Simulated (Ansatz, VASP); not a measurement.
NaI in VASP and in Ansatz

The input INCAR:

```
  ALGO = Normal
  EDIFF = 1E-6
  ENCUT = 520
  GGA = PS
  ISIF = 2
  ISMEAR = 0
  LASPH = True
  LCHARG = True
  LELF = True
  LREAL = False
  LVHAR = True
  LWAVE = False
  NBANDS = 14
  NELM = 60
  PREC = Accurate
  SIGMA = 0.05
```

KPOINTS

```
k-points
0
Gamma
  6 6 6
```

POSCAR

```
NaI
1.0
    0.0000000000      3.2364000000      3.2364000000
    3.2364000000      0.0000000000      3.2364000000
    3.2364000000      3.2364000000      0.0000000000
Na I
1 1
Direct
    0.0000000000      0.0000000000      0.0000000000
    0.4613768385      0.5386231615      0.4613768385
```

Input for Ansatz:

```yaml
crystal:
  lattice:
    - [0.0, 3.2364, 3.2364]
    - [3.2364, 0.0, 3.2364]
    - [3.2364, 3.2364, 0.0]
  atoms:
    - { symbol: Na, position: [0.0, 0.0, 0.0] }
    - { symbol: I, position: [0.4613768385, 0.5386231615, 0.4613768385] }
basis:
  ecutwfc: 420
kpoints:
  mp_grid: { grid: [6, 6, 6] }
hamiltonian:
  xc: pbesol
scf:
  occupations: { method: gaussian, width: 0.05 }
output:
  forces: true
  stress: true
  eigenvalues: true
```

Change from the starting cell: all I atoms moved -0.250 Å, as atom 2 along Cartesian [0 1 0].

Alike in both runs: task single point; functional PBEsol; k mesh 6 × 6 × 6; occupations gaussian, width 0.05 eV; no spin polarisation.

```csv
,VASP,Ansatz
version,VASP 6.6.1,Ansatz 0.2.0
potentials or method,"VASP PAW PBE potentials, release 64 (Na_pv, I)","scalar-relativistic, plane waves, PAW"
plane-wave cutoff (eV),520,420
valence electrons in the cell,14,26
```

VASP gave:

| Quantity | Value |
| --- | --- |
| gap on the k mesh at the Fermi level (eV) | 3.52 |
| least direct gap on the mesh (eV) | 3.52 |
| pressure (GPa) | -0.1 |
| largest component of the traceless stress (GPa) | 0.78 |
| rms of the force components (eV/Å) | 0.154 |

Task: Which values does Ansatz return?

Result: gap on the k mesh at the Fermi level (eV): 3.52; least direct gap on the mesh (eV): 3.52; pressure (GPa): -0.2; largest component of the traceless stress (GPa): 0.77; rms of the force components (eV/Å): 0.152.

Atom by atom the forces differ by 0.002 eV/Å (rms over components). The functional is the same, so the differences come from potentials, cutoffs and numerics. The two sets of potentials don't hold the same shells in valence.

Caveats: the PAW data sets were made with another functional, which shifts forces and pressure a little (VASP); spin-orbit coupling is left out, which moves the levels of the heavy elements.
